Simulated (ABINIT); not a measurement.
A run of ABINIT 10.8.3 (patched build) is set up as follows.

File run.abi:

```
# Datasets: one volume each
ndtset 7
getwfk -1
scalecart1 3*0.9795861087
scalecart2 3*0.9864848297
scalecart3 3*0.9932883884
scalecart4 3*1.0000000000
scalecart5 3*1.0066227096
scalecart6 3*1.0131594038
scalecart7 3*1.0196128224

# Pseudopotentials
pp_dirpath "./"
pseudos "Te.GGA_PBE-JTH.xml, Be.GGA_PBE-JTH.xml"

# Structure
acell 3*1.0 Angstrom
rprim
     0.0000000000     2.7700000000     2.7700000000
     2.7700000000     0.0000000000     2.7700000000
     2.7700000000     2.7700000000     0.0000000000
ntypat 2
znucl 52 4
natom 2
typat 1 2
xred
     0.7500000000     0.7500000000     0.7500000000
     0.0000000000     0.0000000000     0.0000000000

# Plane-wave basis
ecut 10.0
pawecutdg 20.0

# k points
kptopt 1
ngkpt 8 8 8
nshiftk 1
shiftk 0.0 0.0 0.0

# Exchange and correlation
ixc 11

# Bands and occupations
nband 9
occopt 3
tsmear 0.00183747

# SCF cycle
nstep 100
tolvrs 1.0e-9

# Output
iomode 3
prtwf 1
prtden 0
prteig 0
prtebands 0
enunit 1
```

Potentials or basis: JTH PAW PBE v2.0.

Run with:

```sh
$ abinit run.abi > log 2>&1
```

Problem. What does it give for the equilibrium volume?

Solution. 22.76 Å³/atom (rough: see the caveat).

Problem. Predict the bulk modulus.

Solution. 57 GPa (rough).

Energy against volume, from the lowest point:
```csv
volume (Å³/atom),energy (meV/atom)
19.979,74.24
20.404,55.60
20.829,29.89
21.254,22.96
21.679,8.02
22.104,5.86
22.529,0.00
```

Caveat: the cutoff is too short for stress, so the log's stress isn't used; pressures at fixed basis lie under the slope of the energies; the fit is doubtful: noisy points or a state that changes with volume; the minimum lies outside the volumes run. The run has no spin-orbit coupling, so splittings on Te are missing.
